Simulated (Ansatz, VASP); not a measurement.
**Ir: VASP beside Ansatz**

INCAR

```
PREC = Accurate
ENCUT = 520
EDIFF = 1E-6
ISMEAR = -1
SIGMA = 0.1
LREAL = False
LASPH = True
NELM = 100
ALGO = Normal
ISIF = 2
LWAVE = False
LCHARG = False
GGA = PS
NBANDS = 20
```

The input KPOINTS:

```
Automatic mesh
0
Gamma
  11 11 15
```

Contents of POSCAR:

```
Ir
1.0
    4.4469108331      0.0000000000      0.0000000000
   -2.2234554165      3.8511377499      0.0000000000
    0.0000000000      0.0000000000      2.7429104363
Ir
3
Direct
    0.0000000000      0.0000000000      0.0000000000
    0.3333333333      0.6666666667      0.5000000000
    0.6666666667      0.3333333333      0.5000000000
```

Input for Ansatz:

```yaml
crystal:
  lattice:
    - [4.4469108331, 0.0, 0.0]
    - [-2.2234554165, 3.8511377499, 0.0]
    - [0.0, 0.0, 2.7429104363]
  atoms:
    - { symbol: Ir, position: [0.0, 0.0, 0.0] }
    - { symbol: Ir, position: [0.3333333333, 0.6666666667, 0.5] }
    - { symbol: Ir, position: [0.6666666667, 0.3333333333, 0.5] }
hamiltonian:
  xc: pbesol
  pseudopotentials:
    kind: paw
    azcp:
      Ir: "pseudopotentials/Ir.paw.azcp"
basis:
  ecutwfc: 420
  fft_grid_basis: typed
kpoints:
  mp_grid: { grid: [11, 11, 15], shift: [0, 0, 0] }
magnetization:
  spin_polarized: false
scf:
  occupations: { method: fermi_dirac, width: 0.1 }
output:
  stress: true
```

Alike in both runs: task single point; functional PBEsol; k mesh 11 × 11 × 15; occupations fermi-dirac, width 0.1 eV; no spin polarisation.

|  | VASP | Ansatz |
| --- | --- | --- |
| version | VASP 6.6.1 | Ansatz 0.2.0 |
| potentials or method | VASP PAW PBE potentials, release 64 (Ir) | plane waves (420 eV) with PAW, scalar-relativistic |
| plane-wave cutoff (eV) | 520 | 420 |
| valence electrons in the cell | 27 | 51 |

VASP gave:

```
pressure (GPa)                                  : -22.2
largest component of the traceless stress (GPa) : 1.14
```

Problem. Estimate Ansatz's values.

Solution. Pressure (GPa): -22.7; largest component of the traceless stress (GPa): 1.28.

With one functional, cell and mesh, what is left measures potentials, basis and numerics. The two sets of potentials don't hold the same shells in valence. Ansatz warned: «pseudo_functional_mismatch».

Caveats: so large a pressure means that the cell lies far from this level's equilibrium, or that cutoff or potentials fall short (VASP); the potentials were made for another functional, which shifts forces and pressure (VASP). The runs have no spin-orbit coupling, so splittings on Ir are missing.
